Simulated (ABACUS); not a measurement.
## PbS under changes of volume

One of the cells (27.435 Å³/atom); the others are scaled copies at fixed shape and fractional positions:

```
CELL_PARAMETERS angstrom
4.08970 0.00000 0.00000
-2.04485 3.54178 0.00000
0.00000 0.00000 3.78817
ATOMIC_POSITIONS crystal
Pb 0.00000 0.00000 0.00000
S 0.66667 0.33333 0.50000
```

Measurements of this composition are mostly on another form, of space group No. 225.

* Program: ABACUS 3.10.1
* Functional: PBE
* Potentials or basis: PseudoDojo NC SR 0.4.1 PBE standard
* Cutoff: 857 eV
* Density cutoff: 3429 eV
* Basis: plane waves
* k mesh: 8 × 8 × 7
* Occupations: fermi-dirac, width 0.05 eV
* Spin: no spin polarisation

| volume (Å³/atom) | energy over the lowest point (meV/atom) | pressure (GPa) | gap on the mesh (eV) |
| --- | --- | --- | --- |
| 25.789 | 17.83 | 3.5 | none |
| 26.338 | 8.03 | 2.2 | none |
| 26.887 | 2.16 | 1.1 | 0.13 |
| 27.435 | 0.00 | 0.0 | 0.21 |
| 27.984 | 1.32 | -0.9 | 0.29 |
| 28.533 | ? | ? | ? |
| 29.082 | 13.21 | -2.6 | 0.43 |

Question: What does the run at 28.533 Å³/atom give?

Answer: Energy over the lowest point 5.82 meV/atom; pressure -1.8 GPa; gap on the mesh 0.36 eV.

Worked out: A Birch-Murnaghan fit of order 3 (a polynomial in V^(-2/3)) to the other rows has its minimum at 27.50 Å³/atom with B0 = V·E''(V) = 50 GPa (rough, since the energies scatter) at fixed shape and positions, which overstates the stiffness. It gives 5.78 meV/atom at 28.533 Å³/atom, against the run's 5.82, and -dE/dV = -1.7 GPa, against -1.8.

Energies are extrapolated to zero smearing.

Caveats: spin-orbit coupling is left out, which as a rule narrows the gap of such compounds by several tenths of an eV (some runs); an odd mesh through Γ misses points on the zone boundary, where band edges often lie (some runs).

A gap of «none» marks a metal or a gap under the smearing width.
